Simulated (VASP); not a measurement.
# BN (P6_3/mmc) in VASP: notebook

The runs below take BN through dielectric tensor, band structure, G0W0 quasiparticle levels, with PBE, r2SCAN.

Program: VASP 6.6.1. These are calculated values, not measurements. Logs are shortened: lines on timing, memory, paths and dates and some standing lists are left out, and cuts for length are marked.

### 1 Starting point

Symmetry: P6_3/mmc, No. 194, hexagonal system. The conventional cell has a = 2.498 Å, b = 2.498 Å, c = 6.636 Å, α = 90.00°, β = 90.00°, γ = 120.00°. N (site symmetry -6m2) has 3 B at 1.44 Å as nearest neighbours. B (site symmetry -6m2) has 3 N at 1.44 Å as nearest neighbours.

### 2 Dielectric tensor, PBE

Contents of INCAR:

```
PREC = Accurate
ENCUT = 520
EDIFF = 1E-8
ISMEAR = 0
SIGMA = 0.02
LREAL = F
LASPH = T
NELM = 60
ALGO = Fast
ISIF = 2
LWAVE = F
LCHARG = F
GGA = PE
LEPSILON = T
```

Contents of KPOINTS:

```
regular mesh
0
Gamma
  12 12 4
```

Contents of POSCAR:

```
BN
1.0
    2.4982400000      0.0000000000      0.0000000000
   -1.2491200000      2.1635393048      0.0000000000
    0.0000000000      0.0000000000      6.6357000000
N B
2 2
Direct
    0.6666666667      0.3333333333      0.2500000000
    0.3333333333      0.6666666667      0.7500000000
    0.6666666667      0.3333333333      0.7500000000
    0.3333333333      0.6666666667      0.2500000000
```

Potentials or basis: VASP PAW PBE potentials, release 64 (N, B).

The run is started by

```bash
$ cat potpaw_PBE.64/N/POTCAR potpaw_PBE.64/B/POTCAR > POTCAR
$ mpirun -np 1 vasp_std > vasp.out
```

OUTCAR:

```text
PREC = Accurate
   ENCUT = 520
   EDIFF = 1E-8
   ISMEAR = 0
   LREAL = F
   LASPH = T
   NELM = 60
   ISIF = 2
   GGA = PE
   LEPSILON = T

 ion  position               nearest neighbor table
   1  0.667  0.333  0.250-   4 1.44   4 1.44   4 1.44
   2  0.333  0.667  0.750-   3 1.44   3 1.44   3 1.44
   3  0.667  0.333  0.750-   2 1.44   2 1.44   2 1.44
   4  0.333  0.667  0.250-   1 1.44   1 1.44   1 1.44

  LATTYP: Found a hexagonal cell.
 ALAT       =     2.4982400000
 C/A-ratio  =     2.6561499296

  Lattice vectors:

 A1 = (   2.4982400000,   0.0000000000,   0.0000000000)
 A2 = (  -1.2491200000,   2.1635393048,   0.0000000000)
 A3 = (   0.0000000000,   0.0000000000,   6.6357000000)

Analysis of symmetry for initial positions (statically):
=====================================================================
 Subroutine PRICEL returns:
 Original cell was already a primitive cell.

 Routine SETGRP: Setting up the symmetry group for a
 hexagonal supercell.

 Subroutine GETGRP returns: Found 24 space group operations
 (whereof 12 operations were pure point group operations)
 out of a pool of 24 trial point group operations.

The static configuration has the point symmetry D_3d.
 The point group associated with its full space group is D_6h.

Analysis of symmetry for dynamics (positions and initial velocities):
=====================================================================
 Subroutine PRICEL returns:
 Original cell was already a primitive cell.

 Routine SETGRP: Setting up the symmetry group for a
 hexagonal supercell.

 Subroutine GETGRP returns: Found 24 space group operations
 (whereof 12 operations were pure point group operations)
 out of a pool of 24 trial point group operations.

The dynamic configuration has the point symmetry D_3d.
 The point group associated with its full space group is D_6h.

 Subroutine INISYM returns: Found 24 space group operations
 (whereof 12 operations are pure point group operations),
 and found     1 'primitive' translations

----------------------------------------------------------------------------------------

                                     Primitive cell

  volume of cell :      35.8662

  direct lattice vectors                    reciprocal lattice vectors
     2.498240000  0.000000000  0.000000000     0.400281798  0.231102804  0.000000000
    -1.249120000  2.163539305  0.000000000     0.000000000  0.462205608  0.000000000
     0.000000000  0.000000000  6.635700000     0.000000000  0.000000000  0.150700002

  length of vectors
     2.498240000  2.498240000  6.635700000     0.462205608  0.462205608  0.150700002

  position of ions in fractional coordinates (direct lattice)
     0.666666667  0.333333333  0.250000000
     0.333333333  0.666666667  0.750000000
     0.666666667  0.333333333  0.750000000
     0.333333333  0.666666667  0.250000000

  ion indices of the primitive-cell ions
   primitive index   ion index
                 1           1
                 2           2
                 3           3
                 4           4

----------------------------------------------------------------------------------------

 KPOINTS: regular mesh

Automatic generation of k-mesh.
 Grid dimensions read from file:
 generate k-points for:   12   12    4

 Generating k-lattice:

  Cartesian coordinates                     Fractional coordinates (reciprocal lattice)
     0.033356817  0.019258567  0.000000000     0.083333333 -0.000000000  0.000000000
     0.000000000  0.038517134  0.000000000     0.000000000  0.083333333  0.000000000
     0.000000000  0.000000000  0.037675000     0.000000000  0.000000000  0.250000000

  Length of vectors
     0.038517134  0.038517134  0.037675000

  Shift w.r.t. Gamma in fractional coordinates (k-lattice)
     0.000000000  0.000000000  0.000000000

 Subroutine IBZKPT returns following result:
 ===========================================

 Found     57 irreducible k-points:

 Following reciprocal coordinates:
            Coordinates               Weight
  0.000000  0.000000  0.000000      1.000000
  0.083333 -0.000000  0.000000      6.000000
  0.166667  0.000000  0.000000      6.000000
  0.250000  0.000000  0.000000      6.000000
  0.333333  0.000000  0.000000      6.000000
  0.416667  0.000000  0.000000      6.000000
[... 16 lines left out ...]
  0.250000  0.000000  0.250000     12.000000
  0.333333  0.000000  0.250000     12.000000
 [... further k-points ...]
   k-points           NKPTS =     57   k-points in BZ     NKDIM =     57   number of bands    NBANDS=     12
   number of dos      NEDOS =    301   number of ions     NIONS =      4
   total plane-waves  NPLWV =  20000
[... 29 lines left out ...]
   EFERMI =   0.00;   METHOD = LEGACY
   ISMEAR =     0;   SIGMA  =   0.02  broadening in eV -4-tet -1-fermi 0-gaus
   EFERMI_NEDOS =   21; number of points for ismear=-14 and -15
   IALGO  =     68    algorithm
   IMIX   =      4    mixing-type and parameters
     AMIX     =   0.40;   BMIX     =  1.00
     AMIX_MAG =   1.60;   BMIX_MAG =  1.00
  volume/ion in A,a.u.               =       8.97        60.51
  Fermi-wavevector in a.u.,A,eV,Ry     =   1.250891  2.363842 21.289433  1.564729
  Thomas-Fermi vector in A             =   2.384864
   LORBIT       =      0    0 simple, 1 ext, 2 COOP (PROOUT), +10 PAW based schemes
   GGA     = PE    functional components
   LHFCALC =     F    Hartree Fock is set to
   AEXX    =    0.0000 exact exchange contribution
   IVDW    =     0    specifies the selected vdW correction
   LEPSILON=     T    determine dielectric tensor
   LRPA    =     F    only Hartree local field effects (RPA)
 non-spin polarized calculation
 RMM-DIIS sequential band-by-band and
 Gauss-broadening in eV      SIGMA  =   0.02
  energy-cutoff  :      520.00
  volume of cell :       35.87
 maximum number of plane-waves:       985
 NGX is ok and might be reduce to    20
   NGX =  9   NGY =  9   NGZ = 25

--------------------------------------- Ionic step        1  -------------------------------------------

 number of electron      15.9999997 magnetization

 E-fermi :   2.4292     XC(G=0): -10.0886

 val. band max:        2.3082047932   @ k =   0.3333   0.3333   0.5000
 cond. band min:       6.5951077290   @ k =   0.5000   0.0000   0.0000
 fundamental gap:      4.2869029358
 Fermi energy:         2.4291739756

 k-point     1 :       0.0000    0.0000    0.0000
  band No.  band energies     occupation
      1     -15.5316      2.00000
      2     -15.2363      2.00000
      3      -3.9420      2.00000
      4      -1.8138      2.00000
      5       0.9862      2.00000
      6       0.9862      2.00000
      7       1.0231      2.00000
      8       1.0231      2.00000
      9       7.5741      0.00000
     10      12.6587      0.00000
     11      13.9247      0.00000
     12      13.9734      0.00000
[... 331 lines left out ...]
 k-point    24 :       0.3333    0.0000    0.2500
  band No.  band energies     occupation
      1     -13.5041      2.00000
      2     -13.3545      2.00000
      3      -4.5923      2.00000
      4      -4.5344      2.00000
      5      -1.2770      2.00000
      6      -1.2338      2.00000
      7      -0.8939      2.00000
      8       0.3216      2.00000
      9       9.1912      0.00000
     10       9.7713      0.00000
     11      11.3142      0.00000
     12      12.6050      0.00000

 [... further k-points ...]

  FORCE on cell =-STRESS in cart. coord.  units (eV):
  Direction    XX          YY          ZZ          XY          YZ          ZX
  --------------------------------------------------------------------------------------
  -------------------------------------------------------------------------------------
  Total        1.4091350      1.4091350      0.6363233      0.0000000     -0.0000000      0.0000000
  in kB       62.9473560     62.9473560     28.4251490      0.0000000     -0.0000000      0.0000000
  external PRESSURE =      51.4399537 kB  Pullay stress =       0.0000000 kB

 VOLUME and BASIS-vectors are now :
 -----------------------------------------------------------------------------
  energy-cutoff  :      520.00
  volume of cell :       35.87
      direct lattice vectors                 reciprocal lattice vectors
     2.498240000  0.000000000  0.000000000     0.400281798  0.231102804  0.000000000
    -1.249120000  2.163539305  0.000000000     0.000000000  0.462205608  0.000000000
     0.000000000  0.000000000  6.635700000     0.000000000  0.000000000  0.150700002

 POSITION                                       TOTAL-FORCE (eV/Angst)
 -----------------------------------------------------------------------------------
      1.24912      0.72118      1.65892         0.000000      0.000000      0.000000
     -0.00000      1.44236      4.97677         0.000000     -0.000000      0.000000
      1.24912      0.72118      4.97677        -0.000000      0.000000      0.000000
     -0.00000      1.44236      1.65892         0.000000     -0.000000      0.000000
 -----------------------------------------------------------------------------------
    total drift:                                0.000000     -0.000000      0.000000

  FREE ENERGIE OF THE ION-ELECTRON SYSTEM (eV)
  ---------------------------------------------------
  free  energy   TOTEN  =       -35.1469096333 eV

  energy  without entropy=      -35.1469096333  energy(sigma->0) =      -35.14690963

 HEAD OF MICROSCOPIC STATIC DIELECTRIC TENSOR (INDEPENDENT PARTICLE, excluding Hartree and local field effects)
 ------------------------------------------------------
           4.834518     0.000000     0.000000
          -0.000000     4.834518     0.000000
           0.000000     0.000000     3.012767
 ------------------------------------------------------

 Free energy of the ion-electron system (eV)
  ---------------------------------------------------
  ---------------------------------------------------
  free energy    TOTEN  =        -0.39631672 eV

  energy without entropy =       -0.39631672

------------------------ aborting loop because EDIFF is reached ----------------------------------------

--------------------------------------- Ionic step        2  -------------------------------------------

------------------------ aborting loop because EDIFF is reached ----------------------------------------

--------------------------------------- Ionic step        3  -------------------------------------------

 Free energy of the ion-electron system (eV)
  ---------------------------------------------------
  ---------------------------------------------------
  free energy    TOTEN  =        -0.18681299 eV

  energy without entropy =       -0.18681299

------------------------ aborting loop because EDIFF is reached ----------------------------------------

 PIEZOELECTRIC TENSOR FIELD DIRECTION 3  (e Angst)
 -----------------------------------------------------------------------------
    -0.00023  0.00000  0.00000           ( -0.00000  0.00000  0.00000)
    -0.00000 -0.00023 -0.00000           (  0.00000 -0.00000  0.00000)
     0.00000  0.00000  0.00021           (  0.00000  0.00000 -0.00001)

 PIEZOELECTRIC TENSOR FIELD DIRECTION 3  (C/m^2)
 -----------------------------------------------------------------------------
    -0.00010  0.00000  0.00000
    -0.00000 -0.00010 -0.00000
     0.00000  0.00000  0.00009

 MACROSCOPIC STATIC DIELECTRIC TENSOR (including local field effects in DFT)
 ------------------------------------------------------
           4.745831     0.000000     0.000000
           0.000000     4.745831     0.000000
           0.000000    -0.000000     2.689778
 ------------------------------------------------------

 PIEZOELECTRIC TENSOR (including local field effects)  for field in x, y, z        (e  Angst)
          XX          YY          ZZ          XY          YZ          ZX
  --------------------------------------------------------------------------------
  x     0.00000     0.00000     0.00000     0.00000     0.00000     0.00000
  y     0.00000     0.00000     0.00000     0.00000     0.00000     0.00000
  z     0.00000     0.00000     0.00000     0.00000     0.00000     0.00000

 PIEZOELECTRIC TENSOR (including local field effects)  for field in x, y, z        (C/m^2)
          XX          YY          ZZ          XY          YZ          ZX
  --------------------------------------------------------------------------------
  x     0.00000     0.00000     0.00000     0.00000     0.00000     0.00000
  y     0.00000     0.00000     0.00000     0.00000     0.00000     0.00000
  z     0.00000     0.00000     0.00000     0.00000     0.00000     0.00000

 BORN EFFECTIVE CHARGES (including local field effects) (in |e|, cummulative output)
 ---------------------------------------------------------------------------------
 ion    1
    1    -2.70853     0.00000     0.00000
    2     0.00000    -2.70853     0.00000
    3     0.00000     0.00000    -0.74614
 ion    2
    1    -2.70853     0.00000     0.00000
    2     0.00000    -2.70853     0.00000
    3     0.00000     0.00000    -0.74614
 ion    3
    1     2.70853     0.00000     0.00000
    2     0.00000     2.70853     0.00000
    3     0.00000     0.00000     0.74614
 ion    4
    1     2.70853     0.00000     0.00000
    2     0.00000     2.70853     0.00000
    3     0.00000    -0.00000     0.74614
```

It took 2.5 min on 1 thread of Intel Xeon 6975P-C (Granite Rapids), shared host; peak memory 0.26 GiB.

What came out:

- Band gap on the k mesh: 4.29 eV, indirect (least direct gap 4.66 eV)
- Electronic dielectric tensor (diagonal): 4.75, 4.75, 2.69
- Born charges (mean of the diagonal): N -2.05; B +2.05 e

Electronic dielectric tensor:
```
4.75 0.00 0.00
0.00 4.75 0.00
0.00 0.00 2.69
```

Born effective charge tensors (e):
atom 1, N
```
-2.71  0.00  0.00
 0.00 -2.71  0.00
 0.00  0.00 -0.75
```
atom 2, N
```
-2.71  0.00  0.00
 0.00 -2.71  0.00
 0.00  0.00 -0.75
```
atom 3, B
```
2.71 0.00 0.00
0.00 2.71 0.00
0.00 0.00 0.75
```
atom 4, B
```
2.71 0.00 0.00
0.00 2.71 0.00
0.00 0.00 0.75
```

Caveat: this functional lacks dispersion, which binds the layers, so the pressure and a relaxed spacing across them are unreliable. Expect the measured gap to be larger: semilocal functionals such as PBE lack the derivative discontinuity.

(Continued in part 2 of 2.)
